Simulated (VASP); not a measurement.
# CdSe (F-43m) in VASP: notebook, part 2 of 2

VASP 6.6.1. Earlier steps stand in the parts before.

## Step 4: Relaxation of cell and atoms, PBEsol0

Input file POSCAR:

```
CdSe
1.0
    0.0000000000      3.0702711986      3.0702711986
    3.0702711986      0.0000000000      3.0702711986
    3.0702711986      3.0702711986      0.0000000000
Cd Se
1 1
Direct
    0.0000000000      0.0000000000      0.0000000000
    0.2500000000      0.2500000000      0.2500000000
```

Input file INCAR.step1:

```
ALGO     = Normal         # electronic algorithm
EDIFF    = 1E-5           # SCF threshold, eV
ENCUT    = 600            # plane-wave cutoff, eV
GGA      = PE             # functional
ISMEAR   = -1             # smearing method
LASPH    = True           # aspherical terms in the spheres
LCHARG   = False          # write CHGCAR
LREAL    = False          # projectors in reciprocal space
LWAVE    = True           # write WAVECAR
NELM     = 60             # most SCF steps
PREC     = Accurate       # precision mode
SIGMA    = 0.05           # smearing width, eV
```

Input file INCAR.step2:

```
AEXX     = 0.25           # exact-exchange fraction
ALGO     = Normal         # electronic algorithm
EDIFF    = 1E-6           # SCF threshold, eV
EDIFFG   = -0.02          # ionic threshold
ENCUT    = 600            # plane-wave cutoff, eV
GGA      = PS             # functional
HFRCUT   = -1           
IBRION   = 2              # ionic algorithm
ISIF     = 3              # what is computed and relaxed
ISMEAR   = -1             # smearing method
ISTART   = 1            
LASPH    = True           # aspherical terms in the spheres
LCHARG   = False          # write CHGCAR
LHFCALC  = True           # exact exchange
LREAL    = False          # projectors in reciprocal space
LWAVE    = False          # write WAVECAR
NELM     = 60             # most SCF steps
NSW      = 60             # ionic steps
PREC     = Accurate       # precision mode
PRECFOCK = Fast         
SIGMA    = 0.05           # smearing width, eV
```

Input file KPOINTS:

```
k-points
0
Gamma
  4 4 4
```

Potentials or basis: VASP PAW PBE potentials, release 64 (Cd, Se).

Run with:

```sh
$ cat potpaw_PBE.64/Cd/POTCAR potpaw_PBE.64/Se/POTCAR > POTCAR
$ cp INCAR.step1 INCAR
$ mpirun -np 1 vasp_std > vasp.out
$ cp INCAR.step2 INCAR
$ mpirun -np 1 vasp_std > vasp.out
```

OUTCAR:

```text
AEXX = 0.25
   EDIFF = 1E-6
   EDIFFG = -0.02
   ENCUT = 600
   GGA = PS
   IBRION = 2
   ISIF = 3
   ISMEAR = -1
   ISTART = 1
   LASPH = True
   LHFCALC = True
   LREAL = False
   NELM = 60
   NSW = 60
   PREC = Accurate
   PRECFOCK = Fast

 ion  position               nearest neighbor table
   1  0.000  0.000  0.000-   2 2.66   2 2.66   2 2.66   2 2.66
   2  0.250  0.250  0.250-   1 2.66   1 2.66   1 2.66   1 2.66

  LATTYP: Found a face centered cubic cell.
 ALAT       =     6.1405423972

  Lattice vectors:

 A1 = (   0.0000000000,   3.0702711986,   3.0702711986)
 A2 = (   3.0702711986,   0.0000000000,   3.0702711986)
 A3 = (   3.0702711986,   3.0702711986,   0.0000000000)

Analysis of symmetry for initial positions (statically):
=====================================================================
 Subroutine PRICEL returns:
 Original cell was already a primitive cell.

 Routine SETGRP: Setting up the symmetry group for a
 face centered cubic supercell.

 Subroutine GETGRP returns: Found 24 space group operations
 (whereof 24 operations were pure point group operations)
 out of a pool of 48 trial point group operations.

The static configuration has the point symmetry T_d .
[... 146 lines left out ...]

 Free energy of the ion-electron system (eV)
  ---------------------------------------------------
  ext. energy  EPLUGINS =         0.00000000
  ---------------------------------------------------
  free energy    TOTEN  =        -7.82992037 eV

  energy without entropy =       -7.82992037  energy(sigma->0) =       -7.82992037

------------------------ aborting loop because EDIFF is reached ----------------------------------------

  FORCE on cell =-STRESS in cart. coord.  units (eV):
  Direction    XX          YY          ZZ          XY          YZ          ZX
  --------------------------------------------------------------------------------------
  -------------------------------------------------------------------------------------
  Total       -0.6281061     -0.6281061     -0.6281061      0.0000000      0.0000000      0.0000000
  in kB      -17.3853490    -17.3853490    -17.3853490      0.0000000      0.0000000      0.0000000
  external PRESSURE =     -17.3853490 kB  Pullay stress =       0.0000000 kB
[... 59 lines left out ...]
--------------------------------------- Ionic step        3  -------------------------------------------

 number of electron      18.0000000 magnetization

 Free energy of the ion-electron system (eV)
  ---------------------------------------------------
  ext. energy  EPLUGINS =         0.00000000
  ---------------------------------------------------
  free energy    TOTEN  =        -7.84012472 eV

  energy without entropy =       -7.84012472  energy(sigma->0) =       -7.84012472

 E-fermi :   0.9642     XC(G=0):  -7.1960

 val. band max:       -0.0782050670   @ k =   0.0000   0.0000   0.0000
 cond. band min:       2.0377268386   @ k =   0.0000   0.0000   0.0000
 fundamental gap:      2.1159319056
 Fermi energy:         0.9642404613

 k-point     1 :       0.0000    0.0000    0.0000
  band No.  band energies     occupation
      1     -13.9098      2.00000
      2      -9.2885      2.00000
      3      -9.2885      2.00000
      4      -9.2885      2.00000
      5      -8.9041      2.00000
      6      -8.9041      2.00000
      7      -0.0782      2.00000
      8      -0.0782      2.00000
      9      -0.0782      2.00000
     10       2.0377      0.00000
     11       7.5470      0.00000
     12       7.5470      0.00000
     13       7.5470      0.00000
[... 139 lines left out ...]
  FREE ENERGIE OF THE ION-ELECTRON SYSTEM (eV)
  ---------------------------------------------------
  free  energy   TOTEN  =        -7.8401247179 eV

  energy  without entropy=       -7.8401247178  energy(sigma->0) =       -7.84012472

 reached required accuracy - stopping structural energy minimisation
```

It took 6.5 min on 1 thread of Intel Xeon 6975P-C (Granite Rapids), shared host; peak memory 0.21 GiB.

Results:

```
Free energy                            : -7.8401 eV
Relaxed volume                         : 28.02 Å³/atom
Relaxed cell                           : a = 4.295 Å, b = 4.295 Å, c = 4.295 Å, α = 60.00°, β = 60.00°, γ = 60.00°
Space group after relaxing (to 0.05 Å) : F-43m (No. 216)
Energy gained by relaxing              : 5.1 meV/atom
Ionic steps                            : 3
Pressure after relaxing                : 0.0 GPa
Band gap on the k mesh                 : 2.12 eV, direct
```

The path:
```
step  energy change (eV)  largest force (eV/Å)  pressure (GPa)  volume (Å³)
   1              0.0000                0.0000           -1.74        57.88
   2             -0.0085                0.0000            0.75        55.29
   3             -0.0102                0.0000           -0.01        56.03
```

Final structure:
```cif
data_structure
_symmetry_space_group_name_H-M 'P 1'
_symmetry_Int_Tables_number 1
_cell_length_a 4.2952
_cell_length_b 4.2952
_cell_length_c 4.2952
_cell_angle_alpha 60.000
_cell_angle_beta 60.000
_cell_angle_gamma 60.000
_cell_volume 56.03
loop_
_atom_site_label
_atom_site_type_symbol
_atom_site_fract_x
_atom_site_fract_y
_atom_site_fract_z
_atom_site_occupancy
Cd1 Cd 0.00000 0.00000 0.00000 1
Se1 Se 0.25000 0.25000 0.25000 1
```

Levels at points of the mesh, in eV from the valence-band top:
```csv
k point,band 7,band 8,band 9,band 10,band 11,band 12
"(0.00, 0.00, 0.00)",0.00,0.00,0.00,2.12,7.63,7.63
"(0.50, 0.00, 0.00)",-4.82,-0.83,-0.83,3.99,8.12,8.12
"(0.50, 0.50, 0.00)",-4.47,-2.05,-2.05,4.51,5.38,10.99
```

Caveat: the k mesh is coarse (spacing up to 0.44 Å⁻¹), so the values aren't converged, least of all with exact exchange; the PAW data sets were made with another functional, which shifts forces and pressure a little.

## Step 5: Single point, PBE

Input file INCAR:

```
SYSTEM = CdSe
PREC = Accurate
ENCUT = 520
EDIFF = 1E-6
ISMEAR = 0
SIGMA = 0.023
LREAL = .False.
LASPH = .True.
NELM = 100
ALGO = Normal
ISIF = 2
LWAVE = .False.
LCHARG = .False.
GGA = PE
NBANDS = 16
```

Input file KPOINTS:

```
Automatic mesh
0
Gamma
  8 8 8
  0 0 0
```

POSCAR is that of step 4.

Run with:

```sh
$ cat potpaw_PBE.64/Cd/POTCAR potpaw_PBE.64/Se/POTCAR > POTCAR
$ mpirun -np 1 vasp_std > vasp.out
```

It took 11 s on 1 thread of Intel Xeon Platinum 8488C (Sapphire Rapids), shared host; peak memory 0.18 GiB.

It converged, with:

| Item | Value |
| --- | --- |
| Free energy | -5.4905 eV |
| Pressure | 1.6 GPa |
| Band gap on the k mesh | 0.55 eV, direct |

Levels at points of the mesh, in eV from the valence-band top:
```csv
k point,band 7,band 8,band 9,band 10,band 11,band 12
"(0.00, 0.00, 0.00)",0.00,0.00,0.00,0.55,5.93,5.93
"(0.50, 0.00, 0.00)",-4.22,-0.71,-0.71,2.36,6.44,6.44
"(0.50, 0.50, 0.00)",-3.95,-1.76,-1.76,3.19,3.73,8.98
```

## Step 6: For comparison

An earlier run on the cell as given: functional PBEsol; potentials or basis VASP PAW PBE potentials, release 64 (Cd, Se); cutoff 520 eV; k mesh 8 × 8 × 8; occupations fermi-dirac, width 0.05 eV; no spin polarisation.

- Pressure: -1.1 GPa
- Band gap on the k mesh: 0.43 eV, direct

## Step 7: Overview

| task | level | cell | k mesh | cutoff (eV) | smearing | grid for exact exchange (PRECFOCK) | exchange at q = 0 | ladder | mesh quality | gap on the mesh (eV) | pressure (GPa) | relaxed volume (Å³/atom) |
| --- | --- | --- | --- | --- | --- | --- | --- | --- | --- | --- | --- | --- |
| relaxation of cell and atoms | r2SCAN0 | relaxed | 4 × 4 × 4 | 600 | gaussian 0.05 eV | Fast | truncated | - | coarse | 2.46 | 0.0 | 28.63 |
| single point | PBE | as given | 8 × 8 × 8 | 520 | gaussian 0.021 eV | - | - | - | not flagged | 0.55 | 1.6 | - |
| relaxation of cell and atoms | PBEsol0 | relaxed | 4 × 4 × 4 | 600 | fermi-dirac 0.05 eV | Fast | truncated | - | coarse | 2.12 | 0.0 | 28.02 |
| single point | PBE | as given | 8 × 8 × 8 | 520 | gaussian 0.023 eV | - | - | - | not flagged | 0.55 | 1.6 | - |
| single point | PBEsol | as given | 8 × 8 × 8 | 520 | fermi-dirac 0.05 eV | - | - | free | not flagged | 0.43 | -1.1 | - |

Alike in all rows: potentials or basis VASP PAW PBE potentials, release 64 (Cd, Se); no spin polarisation.

Caveats: some runs use coarse meshes; the PAW data sets were made with another functional, which shifts forces and pressure a little (some runs).

Absolute energies hang on the potentials; compare differences alone.
